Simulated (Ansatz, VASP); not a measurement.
# Al in VASP and in Ansatz

```xyz
11
Lattice="2.8317 0.0000 0.0000 -1.4158 2.4523 0.0000 0.0000 0.0000 25.7945" Properties=species:S:1:pos:R:3 pbc="T T T"
Al    0.0000    0.0000    0.0000
Al    0.0000    1.6349    2.3530
Al    0.0000    0.0000    4.7081
Al    0.0000    1.6349    7.0469
Al    1.4158    0.8174    9.3678
Al    0.0000    0.0000   11.7065
Al    1.4158    0.8174   14.0617
Al    0.0000    0.0000   16.4147
Al    1.4158    0.8174   18.7680
Al    0.0000    0.0000   21.1046
Al    0.0000    1.6349   23.4411
```

Alike in both runs: functional PBEsol; k mesh 18 × 18 × 2; occupations gaussian, width 0.1 eV; no spin polarisation.

Ansatz relaxed the structure, and its values are those at the end. VASP's run is a single point on that final structure, the one shown.

|  | VASP | Ansatz |
| --- | --- | --- |
| version | VASP 6.6.1 | Ansatz 0.2.0 |
| potentials or method | VASP PAW PBE potentials, release 64 (Al) | scalar-relativistic, plane waves, PAW |
| plane-wave cutoff (eV) | 520 | 420 |
| valence electrons in the cell | 33 | 33 |

Ansatz gave:

- gap on the k mesh at the Fermi level (eV): none
- pressure (GPa): 0.0

Problem. Estimate VASP's values.

Solution. gap on the k mesh at the Fermi level (eV): none; pressure (GPa): 0.1.

A gap of «none» marks a metal or a gap that the smearing closes. The functional is the same, so the differences come from potentials, cutoffs and numerics.

Caveats: the PAW data sets were made with another functional, which shifts forces and pressure a little (VASP).
